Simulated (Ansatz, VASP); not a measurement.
# One calculation of GaSb, two programs

The input INCAR:

```
SYSTEM = GaSb
PREC     = Accurate       ! precision mode
ENCUT    = 520            ! plane-wave cutoff, eV
EDIFF    = 1E-6           ! SCF threshold, eV
ISMEAR   = 0              ! smearing method
SIGMA    = 0.018000000000000002 ! smearing width, eV
LREAL    = .FALSE.        ! projectors in reciprocal space
LASPH    = .TRUE.         ! aspherical terms in the spheres
NELM     = 60             ! most SCF steps
ALGO     = Normal         ! electronic algorithm
ISIF     = 2              ! what is computed and relaxed
LWAVE    = .FALSE.        ! write WAVECAR
LCHARG   = .FALSE.        ! write CHGCAR
GGA      = PE             ! functional
NBANDS   = 16             ! bands
```

The input KPOINTS:

```
Automatic mesh
0
G
  8 8 8
  0 0 0
```

POSCAR

```
GaSb
1.0
    0.0000000000      3.0590000000      3.0590000000
    3.0590000000      0.0000000000      3.0590000000
    3.0590000000      3.0590000000      0.0000000000
Sb Ga
1 1
Direct
    0.7500000000      0.7500000000      0.7500000000
    0.0000000000      0.0000000000      0.0000000000
```

The input input.yaml:

```yaml
crystal:
  lattice:
    - [0.0, 3.059, 3.059]
    - [3.059, 0.0, 3.059]
    - [3.059, 3.059, 0.0]
  atoms:
    - { symbol: Sb, position: [0.75, 0.75, 0.75] }
    - { symbol: Ga, position: [0.0, 0.0, 0.0] }
hamiltonian:
  xc: pbe
  pseudopotentials: { kind: paw }
kpoints:
  mp_grid: { grid: [8, 8, 8] }
scf:
  occupations: { method: gaussian, width: 0.018 }
output:
  forces: true
  stress: true
  eigenvalues: true
```

Alike in both runs: task single point; functional PBE; k mesh 8 × 8 × 8; occupations gaussian, width 0.018 eV; no spin polarisation.

|  | VASP | Ansatz |
| --- | --- | --- |
| version | VASP 6.6.1 | Ansatz 0.2.0 |
| potentials or method | VASP PAW PBE potentials, release 64 (Sb, Ga_d) | Ansatz PAW |
| plane-wave cutoff (eV) | 520 | 420 |
| valence electrons in the cell | 18 | 28 |

```tsv
	VASP	Ansatz	Ansatz less VASP
gap on the k mesh at the Fermi level (eV)	0.04	0.03	-0.002
least direct gap on the mesh (eV)	0.04	0.03	-0.002
pressure (GPa)	2.4	2.3	-0.07
```

The functional is the same, so the differences come from potentials, cutoffs and numerics. The two sets of potentials don't hold the same shells in valence.

Caveats: spin-orbit coupling is left out, which moves the levels of the heavy elements.
